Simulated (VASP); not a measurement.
Here is a VASP 6.6.1 calculation.

The input INCAR:

```
SYSTEM = Ge
PREC     = Accurate       ! precision mode
ENCUT    = 600            ! plane-wave cutoff, eV
EDIFF    = 1E-7           ! SCF threshold, eV
ISMEAR   = 0              ! smearing method
SIGMA    = 0.03           ! smearing width, eV
LREAL    = .False.        ! projectors in reciprocal space
LASPH    = .True.         ! aspherical terms in the spheres
NELM     = 80             ! most SCF steps
ALGO     = Normal         ! electronic algorithm
ISIF     = 3              ! what is computed and relaxed
LWAVE    = .False.        ! write WAVECAR
LCHARG   = .False.        ! write CHGCAR
GGA      = PS             ! functional
IBRION   = 2              ! ionic algorithm
NSW      = 90             ! ionic steps
EDIFFG   = -0.005         ! ionic threshold
```

KPOINTS

```
Automatic mesh
0
Gamma
  10 10 10
  0 0 0
```

File POSCAR:

```
Ge                                      
1.0
    0.0000000000      2.8376024253      2.8376024253
    2.8376024253      0.0000000000      2.8376024253
    2.8376024253      2.8376024253      0.0000000000
  Ge            
     2
Direct
     0.0000000000000000    0.0000000000000000    0.0000000000000000
     0.2500000000000000    0.2500000000000000    0.2500000000000000
```

Potentials or basis: VASP PAW PBE potentials, release 64 (Ge_d).

Launch:

```bash
$ cat potpaw_PBE.64/Ge_d/POTCAR > POTCAR
$ mpirun -np 1 vasp_std > vasp.out
```

Question: Estimate the space group after relaxing (to 0.05 Å).

Answer: Fd-3m (No. 227).

Question: Estimate the relaxed volume.

Answer: 22.83 Å³/atom.

Final structure:
```cif
data_structure
_symmetry_space_group_name_H-M 'P 1'
_symmetry_Int_Tables_number 1
_cell_length_a 4.0121
_cell_length_b 4.0121
_cell_length_c 4.0121
_cell_angle_alpha 60.000
_cell_angle_beta 60.000
_cell_angle_gamma 60.000
_cell_volume 45.67
loop_
_atom_site_label
_atom_site_type_symbol
_atom_site_fract_x
_atom_site_fract_y
_atom_site_fract_z
_atom_site_occupancy
Ge1 Ge 0.00000 0.00000 0.00000 1
Ge2 Ge 0.25000 0.25000 0.25000 1
```

Caveat: the PAW data sets were made with another functional, which shifts forces and pressure a little.
